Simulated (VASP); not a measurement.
# CaO in VASP: one cell, several levels of theory

Aim: gap, levels, forces and stress of CaO (rocksalt), under -6.0 % biaxial strain in x and y, z held at fixed geometry. Runs: PBE, r2SCAN. The results are then set beside those of Ansatz 0.2.0 for the same cell.

Code: VASP 6.6.1. PAW datasets, plane waves. Spin-unpolarised throughout; all numbers are computed.

### Step 1. The structure to begin with

The cell comes from an earlier relaxation with r2SCAN in another program, then strained, with the atoms relaxed again.

The symmetry is I4/mmm (No. 139, tetragonal); a = 3.188 Å, c = 4.795 Å in the conventional setting, 12.19 Å³ an atom. Around Ca lie 6 O at 2.25–2.40 Å; around O lie 6 Ca at 2.25–2.40 Å.

As a file:

```cif
data_structure
_symmetry_space_group_name_H-M 'I4/mmm'
_symmetry_Int_Tables_number 139
_cell_length_a 3.1882
_cell_length_b 3.1882
_cell_length_c 4.7951
_cell_angle_alpha 90.000
_cell_angle_beta 90.000
_cell_angle_gamma 90.000
_cell_volume 48.74
loop_
_atom_site_label
_atom_site_type_symbol
_atom_site_symmetry_multiplicity
_atom_site_Wyckoff_symbol
_atom_site_fract_x
_atom_site_fract_y
_atom_site_fract_z
_atom_site_occupancy
Ca1 Ca 2 a 0.00000 0.00000 0.00000 1
O1 O 2 b 0.50000 0.50000 0.00000 1
```

### Step 2. PBE at this geometry

Contents of INCAR:

```
ENCUT = 520.000000
SIGMA = 0.020000
EDIFF = 1.00e-07
GGA = PE
PREC = Accurate
IBRION = -1
ISIF = 2
ISMEAR = -1
NBANDS = 15
NELM = 120
NSW = 0
LASPH = .TRUE.
LCHARG = .FALSE.
LWAVE = .FALSE.
LREAL = .FALSE.
```

Contents of KPOINTS:

```
KPOINTS created by Atomic Simulation Environment
0
Gamma
10 10 10
0 0 0
```

Contents of KPOINTS_OPT:

```
special points
7
Reciprocal
0.0000000000 0.0000000000 0.0000000000 1
0.5000000000 0.0000000000 0.5000000000 1
0.6250000000 0.2500000000 0.6250000000 1
0.3750000000 0.3750000000 0.7500000000 1
0.5000000000 0.5000000000 0.5000000000 1
0.5000000000 0.2500000000 0.7500000000 1
0.0000000000 0.5000000000 0.5000000000 1
```

Contents of POSCAR:

```
Ca O
 1.0000000000000000
     0.0000000000000000    2.2544163686999998    2.3975501103000001
     2.2544163686999998    0.0000000000000000    2.3975501103000001
     2.2544163686999998    2.2544163686999998    0.0000000000000000
 Ca  O
   1   1
Cartesian
  0.0000000000000000  0.0000000000000000  0.0000000000000000
  2.2544163686999998  2.2544163686999998  2.3975501103000005
```

Potentials: the recommended PBE PAW datasets, 16 valence electrons in the neutral cell.

Launch:

```console
mpirun -np 1 vasp_std
```

Standard output, without the iteration lines:

```text
POSCAR found type information on POSCAR CaO
 POSCAR found :  2 types and       2 ions
 LDA part: xc-table for (Slater+PW92), standard interpolation
 POSCAR, INCAR and KPOINTS ok, starting setup
 FFT: planning ... GRIDC
 FFT: planning ... GRID_SOFT
 FFT: planning ... GRID
 WAVECAR not read
 entering main loop
 Start KPOINTS_OPT (optional k-point list driver)
k-point batch [1-7\7]
```

OSZICAR:

```text
N       E                     dE             d eps       ncg     rms          rms(c)
DAV:   1     0.122505068161E+03    0.12251E+03   -0.84857E+03  3060   0.111E+03
DAV:   2    -0.943429368059E+01   -0.13194E+03   -0.12318E+03  3753   0.296E+02
DAV:   3    -0.141605862529E+02   -0.47263E+01   -0.46983E+01  3649   0.578E+01
DAV:   4    -0.142928041786E+02   -0.13222E+00   -0.13213E+00  4166   0.875E+00
DAV:   5    -0.142953069258E+02   -0.25027E-02   -0.25027E-02  3614   0.104E+00    0.871E+00
DAV:   6    -0.125638129676E+02    0.17315E+01   -0.47741E+00  3558   0.226E+01    0.328E+00
DAV:   7    -0.125105510787E+02    0.53262E-01   -0.36996E-01  3666   0.664E+00    0.176E+00
DAV:   8    -0.125064931903E+02    0.40579E-02   -0.70864E-02  4040   0.285E+00    0.406E-01
DAV:   9    -0.125046969886E+02    0.17962E-02   -0.50397E-03  3312   0.698E-01    0.105E-01
DAV:  10    -0.125052682486E+02   -0.57126E-03   -0.74192E-04  3657   0.254E-01    0.376E-02
DAV:  11    -0.125052412638E+02    0.26985E-04   -0.86154E-05  3750   0.103E-01    0.143E-02
DAV:  12    -0.125052392515E+02    0.20123E-05   -0.10977E-05  3606   0.428E-02    0.130E-03
DAV:  13    -0.125052391313E+02    0.12025E-06   -0.87573E-07  3655   0.941E-03    0.624E-04
DAV:  14    -0.125052390697E+02    0.61623E-07   -0.36414E-08  2707   0.212E-03
   1 F= -.12505239E+02 E0= -.12505239E+02  d E =-.820187E-11
       N       E                     dE             ncg
DAV:   1     0.232556908911E+04   -0.42118E+04      210
DAV:   2     0.147008661917E+04   -0.85548E+03      238
DAV:   3     0.144129889010E+04   -0.28788E+02      252
DAV:   4     0.144048111848E+04   -0.81777E+00      291
DAV:   5     0.144047186740E+04   -0.92511E-02      238
DAV:   6     0.144047164179E+04   -0.22561E-03      275
DAV:   7     0.144047163550E+04   -0.62857E-05      230
DAV:   8     0.144047163528E+04   -0.22015E-06      212
DAV:   9     0.144047163527E+04   -0.89856E-08      182
```

The lines after F= are the extra pass for the points of KPOINTS_OPT, at fixed density; their E is not a total energy.

Parts of OUTCAR:

```text
k-points           NKPTS =    102   k-points in BZ     NKDIM =    102   number of bands    NBANDS=     15

   NELECT =      16.0000    total number of electrons

   dimension x,y,z NGX =    24 NGY =   24 NGZ =   24
   dimension x,y,z NGXF=    48 NGYF=   48 NGZF=   48

  energy-cutoff  :      520.00
  volume of cell :       24.37
      direct lattice vectors                 reciprocal lattice vectors
     0.000000000  2.254416369  2.397550110    -0.221786892  0.221786892  0.208546215
     2.254416369  0.000000000  2.397550110     0.221786892 -0.221786892  0.208546215
     2.254416369  2.254416369  0.000000000     0.221786892  0.221786892 -0.208546215

 k-points in reciprocal lattice and weights: KPOINTS created by Atomic Simulation Env
   0.00000000  0.00000000  0.00000000       0.001
   0.10000000  0.00000000  0.00000000       0.008
   0.20000000  0.00000000  0.00000000       0.008
   0.30000000 -0.00000000  0.00000000       0.008
   0.40000000  0.00000000  0.00000000       0.008
   0.50000000  0.00000000  0.00000000       0.004
   0.10000000  0.10000000  0.00000000       0.002
   0.20000000  0.10000000  0.00000000       0.008
[... 94 more k-points ...]

 E-fermi :   3.6134

 k-point     1 :       0.0000    0.0000    0.0000
  band No.  band energies     occupation
      1     -33.9793      2.00000
      2     -14.6432      2.00000
      3     -14.6098      2.00000
      4     -14.6098      2.00000
      5     -12.6471      2.00000
      6       3.0024      2.00000
      7       3.2294      2.00000
      8       3.2294      2.00000
      9       8.7549      0.00000
     10       9.3605      0.00000
     11       9.8570      0.00000
     12       9.8570      0.00000
     13      11.3819      0.00000
     14      11.7368      0.00000
     15      19.0772      0.00000

 k-point     2 :       0.1000    0.0000    0.0000
  band No.  band energies     occupation
      1     -33.9619      2.00000
      2     -14.9122      2.00000
      3     -14.6472      2.00000
      4     -14.6119      2.00000
      5     -12.3510      2.00000
      6       2.7171      2.00000
      7       2.9549      2.00000
      8       3.0410      2.00000
      9       9.2071      0.00000
     10       9.5116      0.00000
     11       9.9012      0.00000
     12      10.0415      0.00000
     13      11.6859      0.00000
     14      12.0524      0.00000
     15      19.5718      0.00000

 k-point     3 :       0.2000    0.0000    0.0000
  band No.  band energies     occupation
      1     -33.9160      2.00000
      2     -15.4740      2.00000
      3     -14.6793      2.00000
      4     -14.6172      2.00000
      5     -11.7817      2.00000
      6       1.9051      2.00000
      7       2.5066      2.00000
      8       2.5952      2.00000
      9       9.6715      0.00000
     10      10.3098      0.00000
     11      10.3633      0.00000
     12      10.5537      0.00000
     13      12.4592      0.00000
     14      12.8579      0.00000
     15      20.4072      0.00000

 k-point     4 :       0.3000   -0.0000    0.0000
  band No.  band energies     occupation
      1     -33.8586      2.00000
      2     -15.9954      2.00000
      3     -14.7181      2.00000
      4     -14.6234      2.00000
      5     -11.2477      2.00000
      6       1.0360      2.00000
      7       2.0613      2.00000
      8       2.1144      2.00000
      9      10.0034      0.00000
     10      11.1752      0.00000
     11      11.2656      0.00000
     12      11.5122      0.00000
     13      13.3757      0.00000
     14      13.8555      0.00000
     15      20.1849      0.00000

 k-point     5 :       0.4000    0.0000    0.0000
  band No.  band energies     occupation
      1     -33.8115      2.00000
      2     -16.3486      2.00000
      3     -14.7490      2.00000
      4     -14.6283      2.00000
      5     -10.8801      2.00000
      6       0.4110      2.00000
      7       1.7432      2.00000
      8       1.7666      2.00000
      9      10.5151      0.00000
     10      11.9310      0.00000
     11      11.9546      0.00000
     12      12.4054      0.00000
     13      14.0638      0.00000
     14      14.7281      0.00000
     15      19.4808      0.00000

[... the tables of k-points 6 to 102 left out ...]

  Total        4.4758479      4.4758479      1.7418741      0.0000000      0.0000000      0.0000000
  in kB      294.2523629    294.2523629    114.5147446      0.0000000      0.0000000      0.0000000
  external PRESSURE =     234.3398235 kB  Pullay stress =       0.0000000 kB

 POSITION                                       TOTAL-FORCE (eV/Angst)
 -----------------------------------------------------------------------------------
      0.00000      0.00000      0.00000         0.000000      0.000000      0.000000
      2.25442      2.25442      2.39755         0.000000      0.000000     -0.000000
 -----------------------------------------------------------------------------------
    total drift:                                0.000000     -0.000000     -0.000000

  FREE ENERGIE OF THE ION-ELECTRON SYSTEM (eV)
  ---------------------------------------------------
  free  energy   TOTEN  =       -12.5052390697 eV

  energy  without entropy=      -12.5052390697  energy(sigma->0) =      -12.50523907
```

Hardware: 1 MPI rank of Intel Xeon Platinum 8488C, shared host.

The levels at the points of KPOINTS_OPT are read from vasprun.xml.

Near the gap, in eV above the top of the last filled band v; c is the band after it:

```
point    v−1      v     c   c+1
    Γ   0.00   0.00  5.53  6.13
    X  -0.58  -0.34  3.42  8.84
    U  -1.08  -0.98  5.17  8.51
    K  -1.52  -0.95  5.47  8.68
    L  -1.60  -1.59  7.58  8.98
    W  -1.39  -0.99  6.74  6.89
```

The PBE gap is 3.42 eV and indirect (Γ to X), with 3.77 eV as the least direct one. The pressure is 23.43 GPa; the forces vanish within 0.01 eV/Å.

### Step 3. r2SCAN at this geometry

Contents of INCAR:

```
ENCUT = 520.000000
SIGMA = 0.010000
EDIFF = 1.00e-07
ALGO = Normal
METAGGA = R2SCAN
PREC = Accurate
IBRION = -1
ISIF = 2
ISMEAR = 0
NBANDS = 15
NELM = 120
NSW = 0
LASPH = .TRUE.
LCHARG = .FALSE.
LWAVE = .FALSE.
LREAL = .FALSE.
```

KPOINTS is that of step 2.

KPOINTS_OPT is that of step 2.

POSCAR is that of step 2.

Launch:

```console
mpirun -np 1 vasp_std
```

Printed to the terminal (iteration lines stand in OSZICAR):

```text
POSCAR found type information on POSCAR CaO
 POSCAR found :  2 types and       2 ions
 -----------------------------------------------------------------------------
|                                                                             |
|                                                                             |
|     You enforced a specific xc type in the INCAR file but a different       |
|     I HOPE YOU KNOW WHAT YOU ARE DOING!                                     |
|                                                                             |
 -----------------------------------------------------------------------------

 LDA part: xc-table for (None), standard interpolation
 POSCAR, INCAR and KPOINTS ok, starting setup
 FFT: planning ... GRIDC
 FFT: planning ... GRID_SOFT
 FFT: planning ... GRID
 WAVECAR not read
 entering main loop
 Start KPOINTS_OPT (optional k-point list driver)
k-point batch [1-7\7]
```

OSZICAR:

```text
N       E                     dE             d eps       ncg     rms          rms(c)
DAV:   1     0.116300149168E+03    0.11630E+03   -0.86191E+03  3060   0.114E+03
DAV:   2    -0.200574485876E+02   -0.13636E+03   -0.12723E+03  3774   0.305E+02
DAV:   3    -0.250251764744E+02   -0.49677E+01   -0.49308E+01  3875   0.601E+01
DAV:   4    -0.251551647619E+02   -0.12999E+00   -0.12991E+00  3731   0.896E+00
DAV:   5    -0.251583359895E+02   -0.31712E-02   -0.31712E-02  3689   0.121E+00    0.783E+00
DAV:   6    -0.190944315961E+02    0.60639E+01   -0.34035E+00  4019   0.237E+01    0.254E+00
DAV:   7    -0.191963963697E+02   -0.10196E+00   -0.52349E-01  3207   0.550E+00    0.189E+00
DAV:   8    -0.192211699490E+02   -0.24774E-01   -0.14695E-01  3457   0.475E+00    0.118E+00
DAV:   9    -0.191928728126E+02    0.28297E-01   -0.70981E-02  3468   0.306E+00    0.159E-01
DAV:  10    -0.191923383213E+02    0.53449E-03   -0.42493E-03  3509   0.675E-01    0.773E-02
DAV:  11    -0.191925140885E+02   -0.17577E-03   -0.74665E-04  3467   0.253E-01    0.601E-02
DAV:  12    -0.191924304546E+02    0.83634E-04   -0.17481E-04  3648   0.126E-01    0.501E-03
DAV:  13    -0.191924313240E+02   -0.86934E-06   -0.14664E-05  3845   0.355E-02    0.444E-03
DAV:  14    -0.191924315083E+02   -0.18435E-06   -0.18774E-07  3742   0.376E-03    0.284E-03
DAV:  15    -0.191924313472E+02    0.16109E-06   -0.40446E-07  3655   0.577E-03    0.722E-04
DAV:  16    -0.191924313433E+02    0.39347E-08   -0.24442E-08  1796   0.157E-03
   1 F= -.19192431E+02 E0= -.19192431E+02  d E =-.488643E-50
       N       E                     dE             ncg
DAV:   1     0.226988619974E+04   -0.42675E+04      210
DAV:   2     0.137766193543E+04   -0.89222E+03      238
DAV:   3     0.134819419568E+04   -0.29468E+02      252
DAV:   4     0.134733273370E+04   -0.86146E+00      291
DAV:   5     0.134732220898E+04   -0.10525E-01      238
DAV:   6     0.134732194044E+04   -0.26854E-03      283
DAV:   7     0.134732193844E+04   -0.20071E-05      251
DAV:   8     0.134732193840E+04   -0.37304E-07      198
```

Parts of OUTCAR:

```text
k-points           NKPTS =    102   k-points in BZ     NKDIM =    102   number of bands    NBANDS=     15

   NELECT =      16.0000    total number of electrons

   dimension x,y,z NGX =    24 NGY =   24 NGZ =   24
   dimension x,y,z NGXF=    48 NGYF=   48 NGZF=   48

  energy-cutoff  :      520.00
  volume of cell :       24.37
      direct lattice vectors                 reciprocal lattice vectors
     0.000000000  2.254416369  2.397550110    -0.221786892  0.221786892  0.208546215
     2.254416369  0.000000000  2.397550110     0.221786892 -0.221786892  0.208546215
     2.254416369  2.254416369  0.000000000     0.221786892  0.221786892 -0.208546215

 k-points in reciprocal lattice and weights: KPOINTS created by Atomic Simulation Env
   0.00000000  0.00000000  0.00000000       0.001
   0.10000000  0.00000000  0.00000000       0.008
   0.20000000  0.00000000  0.00000000       0.008
   0.30000000 -0.00000000  0.00000000       0.008
   0.40000000  0.00000000  0.00000000       0.008
   0.50000000  0.00000000  0.00000000       0.004
   0.10000000  0.10000000  0.00000000       0.002
   0.20000000  0.10000000  0.00000000       0.008
[... 94 more k-points ...]

 E-fermi :   2.9900

 k-point     1 :       0.0000    0.0000    0.0000
  band No.  band energies     occupation
      1     -35.7211      2.00000
      2     -15.5161      2.00000
      3     -15.4826      2.00000
      4     -15.4826      2.00000
      5     -13.9281      2.00000
      6       2.6584      2.00000
      7       2.8878      2.00000
      8       2.8878      2.00000
      9       9.1492      0.00000
     10       9.6547      0.00000
     11      10.1483      0.00000
     12      10.1483      0.00000
     13      11.7780      0.00000
     14      12.1237      0.00000
     15      19.4802      0.00000

 k-point     2 :       0.1000    0.0000    0.0000
  band No.  band energies     occupation
      1     -35.7038      2.00000
      2     -15.8428      2.00000
      3     -15.5201      2.00000
      4     -15.4841      2.00000
      5     -13.5748      2.00000
      6       2.3847      2.00000
      7       2.6172      2.00000
      8       2.7010      2.00000
      9       9.5982      0.00000
     10       9.8071      0.00000
     11      10.1940      0.00000
     12      10.3375      0.00000
     13      12.0874      0.00000
     14      12.4443      0.00000
     15      19.9903      0.00000

 k-point     3 :       0.2000    0.0000    0.0000
  band No.  band energies     occupation
      1     -35.6582      2.00000
      2     -16.4590      2.00000
      3     -15.5512      2.00000
      4     -15.4879      2.00000
      5     -12.9541      2.00000
      6       1.5898      2.00000
      7       2.1693      2.00000
      8       2.2558      2.00000
      9       9.9633      0.00000
     10      10.6742      0.00000
     11      10.7115      0.00000
     12      10.8634      0.00000
     13      12.8774      0.00000
     14      13.2667      0.00000
     15      20.8717      0.00000

 k-point     4 :       0.3000   -0.0000    0.0000
  band No.  band energies     occupation
      1     -35.6011      2.00000
      2     -17.0078      2.00000
      3     -15.5889      2.00000
      4     -15.4924      2.00000
      5     -12.3966      2.00000
      6       0.7255      2.00000
      7       1.7234      2.00000
      8       1.7718      2.00000
      9      10.2953      0.00000
     10      11.5144      0.00000
     11      11.5956      0.00000
     12      11.9377      0.00000
     13      13.8124      0.00000
     14      14.2895      0.00000
     15      20.7412      0.00000

 k-point     5 :       0.4000    0.0000    0.0000
  band No.  band energies     occupation
      1     -35.5544      2.00000
      2     -17.3742      2.00000
      3     -15.6190      2.00000
      4     -15.4958      2.00000
      5     -12.0195      2.00000
      6       0.1011      2.00000
      7       1.4032      2.00000
      8       1.4200      2.00000
      9      10.8236      0.00000
     10      12.2817      0.00000
     11      12.3188      0.00000
     12      12.8304      0.00000
     13      14.5033      0.00000
     14      15.1844      0.00000
     15      20.1452      0.00000

[... the tables of k-points 6 to 102 left out ...]

  Total        4.3145141      4.3145141      1.3957500      0.0000000      0.0000000      0.0000000
  in kB      283.6459147    283.6459147     91.7597612      0.0000000      0.0000000      0.0000000
  external PRESSURE =     219.6838636 kB  Pullay stress =       0.0000000 kB

 POSITION                                       TOTAL-FORCE (eV/Angst)
 -----------------------------------------------------------------------------------
      0.00000      0.00000      0.00000         0.000000     -0.000000     -0.000000
      2.25442      2.25442      2.39755        -0.000000      0.000000      0.000000
 -----------------------------------------------------------------------------------
    total drift:                                0.000000     -0.000000     -0.000000

  FREE ENERGIE OF THE ION-ELECTRON SYSTEM (eV)
  ---------------------------------------------------
  free  energy   TOTEN  =       -19.1924313433 eV

  energy  without entropy=      -19.1924313433  energy(sigma->0) =      -19.19243134
```

Hardware: 1 MPI rank of Intel Xeon Platinum 8488C, shared host.

The levels at the points of KPOINTS_OPT are read from vasprun.xml.

Levels at the named points, in eV from the top of band v (v: the last filled band by count, c: the next):

```
point    v−1      v     c   c+1
    Γ   0.00   0.00  6.26  6.77
    X  -0.58  -0.33  3.97  9.57
    U  -1.05  -0.98  5.75  9.19
    K  -1.50  -0.95  6.06  9.38
    L  -1.60  -1.59  8.25  9.69
    W  -1.37  -0.96  7.37  7.52
```

The r2SCAN gap is 3.97 eV and indirect (Γ to X), with 4.31 eV as the least direct one. The pressure is 21.97 GPa; the forces vanish within 0.01 eV/Å.

### Step 4. Results

```
 level  gap (eV)  pressure (GPa)  Ansatz: gap (eV)  Ansatz: pressure (GPa)
   PBE      3.42           23.43              3.45                   22.34
r2SCAN      3.97           21.97              4.00                   20.14
```

What this shows: The gap spans 3.42 eV (PBE) to 3.97 eV (r2SCAN). The pressure is highest with PBE (23.4 GPa) and lowest with r2SCAN (22.0 GPa), which orders the cells that they would relax to. The two programs agree on the gap within 0.04 eV, far less than the spread between functionals. Each program uses its own PAW datasets and cutoff.
